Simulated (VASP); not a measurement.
# EuO (Fm-3m) in VASP: a series of runs

EuO is run at these levels: PBE+U; tasks: single point.

Program: VASP 6.6.1. These are calculated values, not measurements. Logs are shortened: lines on timing, memory, paths and dates and some standing lists are left out, and cuts for length are marked.

**The experiment to reproduce.**

A printed reference work, monograph reports, for a bulk crystal of EuO at 300 K: band gap 1.115 eV (optical).

How close the calculation comes is told below.

### 1 The cell of the first run

Symmetry: Fm-3m, No. 225, cubic system. The conventional cell has a = 5.245 Å, b = 5.245 Å, c = 5.245 Å, α = 90.00°, β = 90.00°, γ = 90.00°. Within 3.5 Å of Eu (site symmetry m-3m) lie 6 O at 2.62 Å. O (site symmetry m-3m) has 6 Eu at 2.62 Å within 3.5 Å.

### 2 Single point, PBE+U, collinear spin (18.03 Å³/atom)

INCAR

```
PREC = Accurate
ENCUT = 600
EDIFF = 1E-6
ISMEAR = 0
SIGMA = 0.05
LREAL = F
LASPH = T
NELM = 200
ALGO = Normal
ISIF = 2
LWAVE = F
LCHARG = F
ISPIN = 2
MAGMOM = 7.46 -0.09
LORBIT = 11
LMAXMIX = 6
LDAU = T
LDAUTYPE = 2
LDAUL = 3 -1
LDAUU = 6 0
LDAUJ = 0 0
LDAUPRINT = 1
GGA = PE
NBANDS = 22
GGA_COMPAT = F
```

KPOINTS

```
Automatic mesh
0
Gamma
  10 10 10
```

POSCAR

```
EuO
1.0
    0.0000000000      2.6223567601      2.6223567601
    2.6223567601      0.0000000000      2.6223567601
    2.6223567601      2.6223567601      0.0000000000
Eu O
1 1
Direct
    0.0000000000      0.0000000000      0.0000000000
    0.5000000000      0.5000000000      0.5000000000
```

Potentials or basis: VASP PAW PBE potentials, release 64 (Eu, O).

Started as:

```bash
$ cat potpaw_PBE.64/Eu/POTCAR potpaw_PBE.64/O/POTCAR > POTCAR
$ mpirun -np 1 vasp_std > vasp.out
```

OUTCAR:

```text
PREC = Accurate
   ENCUT = 600
   EDIFF = 1E-6
   ISMEAR = 0
   LREAL = F
   LASPH = T
   NELM = 200
   ISIF = 2
   ISPIN = 2
   LORBIT = 11
   GGA = PE

 ion  position               nearest neighbor table
   1  0.000  0.000  0.000-   2 2.62   2 2.62   2 2.62   2 2.62   2 2.62   2 2.62
   2  0.500  0.500  0.500-   1 2.62   1 2.62   1 2.62   1 2.62   1 2.62   1 2.62

  LATTYP: Found a face centered cubic cell.
 ALAT       =     5.2447135202

  Lattice vectors:

 A1 = (   0.0000000000,   2.6223567601,   2.6223567601)
 A2 = (   2.6223567601,   0.0000000000,   2.6223567601)
 A3 = (   2.6223567601,   2.6223567601,   0.0000000000)

Analysis of symmetry for initial positions (statically):
=====================================================================
 Subroutine PRICEL returns:
 Original cell was already a primitive cell.

 Routine SETGRP: Setting up the symmetry group for a
 face centered cubic supercell.

 Subroutine GETGRP returns: Found 48 space group operations
 (whereof 48 operations were pure point group operations)
 out of a pool of 48 trial point group operations.

The static configuration has the point symmetry O_h .

Analysis of symmetry for dynamics (positions and initial velocities):
=====================================================================
 Subroutine PRICEL returns:
 Original cell was already a primitive cell.

 Routine SETGRP: Setting up the symmetry group for a
 face centered cubic supercell.

 Subroutine GETGRP returns: Found 48 space group operations
 (whereof 48 operations were pure point group operations)
 out of a pool of 48 trial point group operations.

The dynamic configuration has the point symmetry O_h .

Analysis of structural, dynamic, and magnetic symmetry:
=====================================================================
 Subroutine PRICEL returns:
 Original cell was already a primitive cell.

 Routine SETGRP: Setting up the symmetry group for a
 face centered cubic supercell.

 Subroutine GETGRP returns: Found 48 space group operations
 (whereof 48 operations were pure point group operations)
 out of a pool of 48 trial point group operations.

The overall configuration has the point symmetry O_h .

 Subroutine INISYM returns: Found 48 space group operations
 (whereof 48 operations are pure point group operations),
 and found     1 'primitive' translations

----------------------------------------------------------------------------------------

                                     Primitive cell

  volume of cell :      36.0666

  direct lattice vectors                    reciprocal lattice vectors
     0.000000000  2.622356760  2.622356760    -0.190668184  0.190668184  0.190668184
     2.622356760  0.000000000  2.622356760     0.190668184 -0.190668184  0.190668184
     2.622356760  2.622356760  0.000000000     0.190668184  0.190668184 -0.190668184

  length of vectors
     3.708572496  3.708572496  3.708572496     0.330246981  0.330246981  0.330246981

  position of ions in fractional coordinates (direct lattice)
     0.000000000  0.000000000  0.000000000
     0.500000000  0.500000000  0.500000000

  ion indices of the primitive-cell ions
   primitive index   ion index
                 1           1
                 2           2

----------------------------------------------------------------------------------------

 KPOINTS: Automatic mesh

Automatic generation of k-mesh.
 Grid dimensions read from file:
 generate k-points for:   10   10   10

 Generating k-lattice:

  Cartesian coordinates                     Fractional coordinates (reciprocal lattice)
    -0.019066818  0.019066818  0.019066818     0.100000000  0.000000000  0.000000000
[... 63 lines left out ...]
   IBRION =     -1    ionic relax: 0-MD 1-quasi-New 2-CG
   NFREE  =      0    steps in history (QN), initial steepest desc. (CG)
   ISIF   =      2    stress and relaxation
   ISYM   =      2    0-nonsym 1-usesym 2-fastsym
   POTIM  = 0.5000    time-step for ionic-motion
   TEBEG  =    0.0;   TEEND  =   0.0 temperature during run
   PSTRESS=    0.0 pullay stress
   NELECT =      23.0000    total number of electrons
   NUPDOWN=      -1.0000    fix difference up-down
   EMIN   =  10.00;   EMAX   =-10.00  energy-range for DOS
   EFERMI =   0.00;   METHOD = LEGACY
   ISMEAR =     0;   SIGMA  =   0.05  broadening in eV -4-tet -1-fermi 0-gaus
   EFERMI_NEDOS =   21; number of points for ismear=-14 and -15
   IALGO  =     38    algorithm
   IMIX   =      4    mixing-type and parameters
     AMIX     =   0.40;   BMIX     =  1.00
     AMIX_MAG =   1.60;   BMIX_MAG =  1.00
  volume/ion in A,a.u.               =      18.03       121.69
  Fermi-wavevector in a.u.,A,eV,Ry     =   1.409123  2.662857 27.016116  1.985629
  Thomas-Fermi vector in A             =   2.531211
   LORBIT       =     11    0 simple, 1 ext, 2 COOP (PROOUT), +10 PAW based schemes
 LDA+U is selected, type is set to LDAUTYPE =  2
   angular momentum for each species LDAUL =     3   -1
   U (eV)           for each species LDAUU =   6.0  0.0
   J (eV)           for each species LDAUJ =   0.0  0.0
   GGA     = PE    functional components
   LHFCALC =     F    Hartree Fock is set to
   AEXX    =    0.0000 exact exchange contribution
   IVDW    =     0    specifies the selected vdW correction
   LEPSILON=     F    determine dielectric tensor
   LRPA    =     F    only Hartree local field effects (RPA)
 spin polarized calculation
 Gauss-broadening in eV      SIGMA  =   0.05
  energy-cutoff  :      600.00
  volume of cell :       36.07
 maximum number of plane-waves:      1243
 NGX is ok and might be reduce to    30

atom =   1  type =  1  l = 3

 onsite density matrix

spin component  1

  0.9759 -0.0000 -0.0004 -0.0000  0.0000  0.0000 -0.0000
 -0.0000  0.9665  0.0000  0.0000  0.0000  0.0000  0.0000
 -0.0004  0.0000  0.9761  0.0000  0.0000 -0.0000 -0.0000
 -0.0000  0.0000  0.0000  0.9755 -0.0000  0.0000  0.0000
  0.0000  0.0000  0.0000 -0.0000  0.9761 -0.0000  0.0004
  0.0000  0.0000 -0.0000  0.0000 -0.0000  0.9764 -0.0000
 -0.0000  0.0000 -0.0000  0.0000  0.0004 -0.0000  0.9759

spin component  2

  0.0028  0.0000  0.0013  0.0000 -0.0000 -0.0000 -0.0000
  0.0000  0.0000 -0.0000 -0.0000 -0.0000 -0.0000 -0.0000
  0.0013 -0.0000  0.0021 -0.0000  0.0000  0.0000  0.0000
  0.0000 -0.0000 -0.0000  0.0038  0.0000 -0.0000 -0.0000
 -0.0000 -0.0000  0.0000  0.0000  0.0021 -0.0000 -0.0013
 -0.0000 -0.0000  0.0000 -0.0000 -0.0000  0.0011 -0.0000
 -0.0000 -0.0000  0.0000 -0.0000 -0.0013 -0.0000  0.0028

 occupancies and eigenvectors

  o =  0.0000  v =  0.0000  0.0000  0.0000  0.0000  0.0000  0.0000  0.0000  0.0000 -1.0000 -0.0000 -0.0000 -0.0000 -0.0000 -0.0000      0.0000  0.0000  0.0000  0.0000  0.0000  0.0000  0.0000  0.0000  0.0000  0.0000  0.0000  0.0000  0.0000  0.0000
  o =  0.0011  v =  0.0000  0.0000  0.0000  0.0000  0.0000  0.0000  0.0000 -0.0021  0.0000  0.0028  0.0000 -0.7906 -0.0003 -0.6124      0.0000  0.0000  0.0000  0.0000  0.0000  0.0000  0.0000  0.0000  0.0000  0.0000  0.0000  0.0000  0.0000  0.0000
  o =  0.0011  v =  0.0000  0.0000  0.0000  0.0000  0.0000  0.0000  0.0000  0.6124  0.0000 -0.7906 -0.0000 -0.0028  0.0002 -0.0021      0.0000  0.0000  0.0000  0.0000  0.0000  0.0000  0.0000  0.0000  0.0000  0.0000  0.0000  0.0000  0.0000  0.0000
  o =  0.0011  v =  0.0000  0.0000  0.0000  0.0000  0.0000  0.0000  0.0000 -0.0001 -0.0000  0.0002  0.0000 -0.0002  1.0000 -0.0002      0.0000  0.0000  0.0000  0.0000  0.0000  0.0000  0.0000  0.0000  0.0000  0.0000  0.0000  0.0000  0.0000  0.0000
  o =  0.0038  v =  0.0000  0.0000  0.0000  0.0000  0.0000  0.0000  0.0000  0.0003 -0.0000  0.0002  0.0003 -0.6124  0.0000  0.7906      0.0000  0.0000  0.0000  0.0000  0.0000  0.0000  0.0000  0.0000  0.0000  0.0000  0.0000  0.0000  0.0000  0.0000
  o =  0.0038  v =  0.0000  0.0000  0.0000  0.0000  0.0000  0.0000  0.0000  0.7906  0.0000  0.6124  0.0000  0.0002 -0.0000 -0.0003      0.0000  0.0000  0.0000  0.0000  0.0000  0.0000  0.0000  0.0000  0.0000  0.0000  0.0000  0.0000  0.0000  0.0000
  o =  0.0038  v =  0.0000  0.0000  0.0000  0.0000  0.0000  0.0000  0.0000 -0.0000 -0.0000 -0.0000  1.0000  0.0002 -0.0000 -0.0003      0.0000  0.0000  0.0000  0.0000  0.0000  0.0000  0.0000  0.0000  0.0000  0.0000  0.0000  0.0000  0.0000  0.0000
  o =  0.9665  v = -0.0000 -1.0000  0.0000  0.0000 -0.0000  0.0000  0.0000  0.0000  0.0000  0.0000  0.0000  0.0000  0.0000  0.0000      0.0000  0.0000  0.0000  0.0000  0.0000  0.0000  0.0000  0.0000  0.0000  0.0000  0.0000  0.0000  0.0000  0.0000
  o =  0.9755  v =  0.0001  0.0000  0.0001  0.9970  0.0474 -0.0000 -0.0612  0.0000  0.0000  0.0000  0.0000  0.0000  0.0000  0.0000      0.0000  0.0000  0.0000  0.0000  0.0000  0.0000  0.0000  0.0000  0.0000  0.0000  0.0000  0.0000  0.0000  0.0000
  o =  0.9755  v =  0.7906  0.0000  0.6124 -0.0002  0.0003 -0.0000 -0.0004  0.0000  0.0000  0.0000  0.0000  0.0000  0.0000  0.0000      0.0000  0.0000  0.0000  0.0000  0.0000  0.0000  0.0000  0.0000  0.0000  0.0000  0.0000  0.0000  0.0000  0.0000
  o =  0.9755  v =  0.0004  0.0000  0.0003  0.0774 -0.6105 -0.0000  0.7882  0.0000  0.0000  0.0000  0.0000  0.0000  0.0000  0.0000      0.0000  0.0000  0.0000  0.0000  0.0000  0.0000  0.0000  0.0000  0.0000  0.0000  0.0000  0.0000  0.0000  0.0000
  o =  0.9764  v =  0.0058 -0.0000 -0.0075 -0.0000 -0.0094 -0.9999 -0.0073  0.0000  0.0000  0.0000  0.0000  0.0000  0.0000  0.0000      0.0000  0.0000  0.0000  0.0000  0.0000  0.0000  0.0000  0.0000  0.0000  0.0000  0.0000  0.0000  0.0000  0.0000
  o =  0.9764  v =  0.0382 -0.0000 -0.0494 -0.0000 -0.7890  0.0125 -0.6111  0.0000  0.0000  0.0000  0.0000  0.0000  0.0000  0.0000      0.0000  0.0000  0.0000  0.0000  0.0000  0.0000  0.0000  0.0000  0.0000  0.0000  0.0000  0.0000  0.0000  0.0000
  o =  0.9764  v =  0.6111 -0.0000 -0.7890  0.0000  0.0494  0.0088  0.0383  0.0000  0.0000  0.0000  0.0000  0.0000  0.0000  0.0000      0.0000  0.0000  0.0000  0.0000  0.0000  0.0000  0.0000  0.0000  0.0000  0.0000  0.0000  0.0000  0.0000  0.0000

 number of electron      23.0000000 magnetization       6.9999991

 Free energy of the ion-electron system (eV)
  ---------------------------------------------------
  ext. energy  EPLUGINS =         0.00000000
  ---------------------------------------------------
  free energy    TOTEN  =       -21.12032439 eV

  energy without entropy =      -21.12032427  energy(sigma->0) =      -21.12032433

 E-fermi :   3.3418     XC(G=0): -10.4436

 val. band max:        3.2141029604   @ k =   0.0000   0.0000   0.0000
 cond. band min:       3.4695138568   @ k =   0.5000   0.5000   0.0000
 fundamental gap:      0.2554108964
 Fermi energy:         3.3418262546

 spin component 1

 k-point     1 :       0.0000    0.0000    0.0000
  band No.  band energies     occupation
      1     -36.4120      1.00000
      2     -15.0449      1.00000
      3     -15.0449      1.00000
      4     -15.0449      1.00000
      5     -14.1177      1.00000
      6       0.4689      1.00000
[... 1193 lines left out ...]
     21      13.6505      0.00000
     22      16.7566      0.00000

 [... further k-points ...]

------------------------ aborting loop because EDIFF is reached ----------------------------------------

  FORCE on cell =-STRESS in cart. coord.  units (eV):
  Direction    XX          YY          ZZ          XY          YZ          ZX
  --------------------------------------------------------------------------------------
  -------------------------------------------------------------------------------------
  Total       -0.7608659     -0.7608659     -0.7608659      0.0000000      0.0000000      0.0000000
  in kB      -33.7997408    -33.7997408    -33.7997408      0.0000000      0.0000000      0.0000000
  external PRESSURE =     -33.7997408 kB  Pullay stress =       0.0000000 kB

 VOLUME and BASIS-vectors are now :
 -----------------------------------------------------------------------------
  energy-cutoff  :      600.00
  volume of cell :       36.07
      direct lattice vectors                 reciprocal lattice vectors
     0.000000000  2.622356760  2.622356760    -0.190668184  0.190668184  0.190668184
     2.622356760  0.000000000  2.622356760     0.190668184 -0.190668184  0.190668184
     2.622356760  2.622356760  0.000000000     0.190668184  0.190668184 -0.190668184

 POSITION                                       TOTAL-FORCE (eV/Angst)
 -----------------------------------------------------------------------------------
      0.00000      0.00000      0.00000         0.000000      0.000000      0.000000
      2.62236      2.62236      2.62236        -0.000000     -0.000000     -0.000000
 -----------------------------------------------------------------------------------
    total drift:                                0.000000      0.000000      0.000000

  FREE ENERGIE OF THE ION-ELECTRON SYSTEM (eV)
  ---------------------------------------------------
  free  energy   TOTEN  =       -21.1203243917 eV

  energy  without entropy=      -21.1203242670  energy(sigma->0) =      -21.12032433

 total charge

# of ion       s       p       d       f       tot
--------------------------------------------------
    1        2.030   5.796   0.269   6.829  14.924
    2        1.550   3.387   0.000   0.000   4.937
--------------------------------------------------
tot          3.580   9.183   0.269   6.829  19.861

 magnetization (x)

# of ion       s       p       d       f       tot
--------------------------------------------------
    1       -0.015  -0.115   0.060   6.801   6.731
    2       -0.004  -0.085   0.000   0.000  -0.089
--------------------------------------------------
tot         -0.019  -0.199   0.060   6.801   6.642
```

It took 98 s on 1 thread of AMD EPYC 9R45 (Zen 5), shared host; peak memory 0.22 GiB.

What came out:

| Item | Value |
| --- | --- |
| Free energy | -21.1203 eV |
| Pressure | -3.4 GPa |
| Band gap on the k mesh | 0.26 eV (least direct gap 0.41 eV) |
| Net moment | 7.00 μB per cell |
| Site moments | Eu +6.73; O -0.09 μB |
| Valence electrons inside the program's atomic spheres | Eu 14.92; O 4.94 |

Eigenvalues of the final occupation matrices:
```csv
site,spin,trace,eigenvalues
site 1 f,1,6.82,0.97 0.98 0.98 0.98 0.98 0.98 0.98
site 1 f,2,0.01,0.00 0.00 0.00 0.00 0.00 0.00 0.00
```

Caveat: the cell stands under tension; semilocal functionals underestimate gaps, and a narrow one can read as zero; spin-orbit coupling is left out, which moves the levels of the heavy elements; a cell with one magnetic atom can't hold antiferromagnetic order, which such compounds often take.

### 3 Single point, PBE+U, collinear spin, ferromagnetic start

This run uses another cell than the first one: it holds 4 atoms, not 2.

INCAR

```
SYSTEM = EuO
ALGO = Normal
EDIFF = 1E-6
ENCUT = 600
GGA = PE
GGA_COMPAT = .FALSE.
ISIF = 2
ISMEAR = 0
ISPIN = 2
LASPH = .TRUE.
LCHARG = .TRUE.
LDAU = .TRUE.
LDAUJ = 0 0
LDAUL = 3 -1
LDAUPRINT = 1
LDAUTYPE = 2
LDAUU = 6 0
LELF = .TRUE.
LMAXMIX = 6
LORBIT = 11
LREAL = .FALSE.
LVHAR = .TRUE.
LWAVE = .FALSE.
MAGMOM = 7 7 0 0
NBANDS = 35
NELM = 200
PREC = Accurate
SIGMA = 0.05
```

KPOINTS

```
k-points
0
G
  5 5 5
  0 0 0
```

POSCAR

```
EuO
1.0
   -2.5882963236     -2.5882963236      5.1765926472
   -5.1765926472     -2.5882963236      2.5882963236
   -2.5882963236     -5.1765926472      2.5882963236
Eu O
2 2
Direct
    0.0000000000      0.0000000000      0.0000000000
    0.5000000000      0.5000000000      0.5000000000
    1.2500000000     -0.7500000000     -0.7500000000
    1.7500000000     -0.2500000000     -0.2500000000
```

Potentials or basis: VASP PAW PBE potentials, release 64 (Eu, O).

Started as:

```bash
$ cat potpaw_PBE.64/Eu/POTCAR potpaw_PBE.64/O/POTCAR > POTCAR
$ mpirun -np 1 vasp_std > vasp.out
```

It took 7.7 min on 1 thread of AMD EPYC 9R45 (Zen 5), shared host; peak memory 0.53 GiB.

The run converged. Its results:

```
Free energy                                           : -42.2681 eV
Pressure                                              : -0.3 GPa
Band gap on the k mesh                                : 0.33 eV
Net moment                                            : 14.00 μB per cell
Site moments                                          : Eu +6.73; O -0.09 μB
Valence electrons inside the program's atomic spheres : Eu 14.95; O 4.95
```

Levels at points of the mesh, in eV from the valence-band top:
Spin up:
```tsv
k point	band 26	band 27	band 28	band 29	band 30	band 31	band 32	band 33	band 34	band 35
(0.00, 0.00, 0.00)	-0.48	-0.48	-0.01	-0.01	0.00	0.84	2.96	2.96	2.96	3.50
```
Spin down:
| k point | band 14 | band 15 | band 16 | band 17 | band 18 | band 19 |
| --- | --- | --- | --- | --- | --- | --- |
| (0.00, 0.00, 0.00) | -2.55 | -2.55 | -2.55 | 1.61 | 3.92 | 3.92 |

Eigenvalues of the final occupation matrices:
```
    site  spin  trace                         eigenvalues
site 1 f     1   6.81  0.96 0.97 0.97 0.97 0.98 0.98 0.98
site 1 f     2   0.02  0.00 0.00 0.00 0.00 0.00 0.00 0.00
site 2 f     1   6.81  0.96 0.97 0.97 0.97 0.98 0.98 0.98
site 2 f     2   0.02  0.00 0.00 0.00 0.00 0.00 0.00 0.00
```

Caveat: semilocal functionals underestimate gaps, and a narrow one can read as zero; spin-orbit coupling is left out, which moves the levels of the heavy elements; an odd mesh through Γ misses points on the zone boundary, where band edges can lie. The state reached can hang on the start; a lower one may exist.

[end of part 1 of 2]
